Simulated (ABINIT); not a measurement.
Wanted: the native input for an ABINIT 10.8.3 (patched build) run.

```
Task                        : relaxation of cell and atoms
Functional                  : PBE
Potentials or basis         : JTH PAW PBE v2.0
Cutoff                      : 408 eV
k mesh                      : 10 × 10 × 6
Occupations                 : fermi-dirac, width 0.05 eV
Spin                        : no spin polarisation
Target pressure             : 20 GPa
Cell freedom (optcell)      : 2
Cutoff smearing ecutsm (Ha) : 0.5
Optimiser (ionmov)          : 2
Force stop (Ha/bohr)        : 0.0002
Fine-grid cutoff            : 816.342 eV
```

Crystal: Ti.

```
Ti
1.0
     2.95000    0.00000    0.00000
    -1.47500    2.55477    0.00000
     0.00000    0.00000    4.68000
Ti
2
Direct
  0.66667 0.33333 0.75000
  0.33333 0.66667 0.25000
```

These files were run (other wordings do the same):

run.abi

```
pp_dirpath "./"
pseudos "Ti.GGA_PBE-JTH.xml"

acell 3*1.0 Angstrom
rprim
     2.9500000000     0.0000000000     0.0000000000
    -1.4750000000     2.5547749412     0.0000000000
     0.0000000000     0.0000000000     4.6800000000
ntypat 1
znucl 22
natom 2
typat 1 1
xred
     0.6666666667     0.3333333333     0.7500000000
     0.3333333333     0.6666666667     0.2500000000
chkprim 0
chksymtnons 0
tolsym 1.0e-6

ecut 15.0
pawecutdg 30.0
pawxcdev 0

kptopt 1
ngkpt 10 10 6
nshiftk 1
shiftk 0.0 0.0 0.0

ixc 11

nband 16
occopt 3
tsmear 0.00183747

nstep 100
tolvrs 1.0e-9

iomode 3
prtwf 0
prtden 0
prteig 0
prtebands 0
enunit 2

ionmov 2
ntime 60
tolmxf 0.0002
optcell 2
dilatmx 1.08
ecutsm 0.5
strtarget 3*-6.797862e-04 3*0.0
```

Potentials or basis: JTH PAW PBE v2.0.

Run with:

```sh
$ abinit run.abi > log 2>&1
```

Results of the run:

| Item | Value |
| --- | --- |
| Relaxed volume | 15.14 Å³/atom |
| Relaxed cell | a = 2.805 Å, b = 2.805 Å, c = 4.442 Å, α = 90.00°, β = 90.00°, γ = 120.00° |
| Space group after relaxing (to 0.05 Å) | P6_3/mmc (No. 194) |
| Energy change on relaxing (the enthalpy is what falls) | +128.0 meV/atom |
| Ionic steps | 6 |
| Pressure after relaxing | 20.0 GPa |
| Band gap on the k mesh | none (metal or under the smearing width) |
| Valence electrons inside the program's atomic spheres | Ti 10.32 (radii [1.2214] Å) |

Wall time 91 s on 1 thread of Arm Neoverse V2, with other jobs on the host, peak memory 0.12 GiB.
